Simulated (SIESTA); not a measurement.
The system is As.

```xyz
1
Lattice="2.7037 0.0000 0.0000 0.0000 2.7037 0.0000 0.0000 0.0000 2.7037" Properties=species:S:1:pos:R:3 pbc="T T T"
As    1.3518    1.3518    1.3518
```

This isn't the form of As at room conditions, which is rhombohedral.

| Quantity | Value |
| --- | --- |
| Program | SIESTA 5.4.2 |
| Task | single point |
| Functional | PBEsol |
| Potentials or basis | PseudoDojo 0.4 standard (PBEsol files) |
| Basis | DZP (energy shift 0.003 Ry; two zetas on semicore shells) |
| Grid cutoff | 500 Ry |
| Energy shift | 0.003 Ry |
| k mesh | 10 × 10 × 10 |
| Occupations | fermi-dirac, width 0.05 eV |
| Spin | no spin polarisation |

On this cell: pressure 1.3 GPa; band gap on the k mesh none (metal or under the smearing width).

The same run follows on a disturbed copy (cell strained at random at fixed volume):

```
As
1.0
     2.71004   -0.01738   -0.01186
    -0.01738    2.72970    0.03326
    -0.01186    0.03326    2.67219
As
1
Direct
  0.48435 0.50553 0.49638
```

Problem. What changes?

Solution. The energy (extrapolated to zero smearing) moves by +3.4 meV/atom; pressure 1.3 GPa; band gap on the k mesh none (metal or under the smearing width).

Stress tensor (GPa, compression positive):
```
 0.92  0.19  0.36
 0.19 -0.64 -0.68
 0.36 -0.68  3.51
```

Caveats: the basis of atomic orbitals isn't converged, which shifts pressures, moduli and gaps.
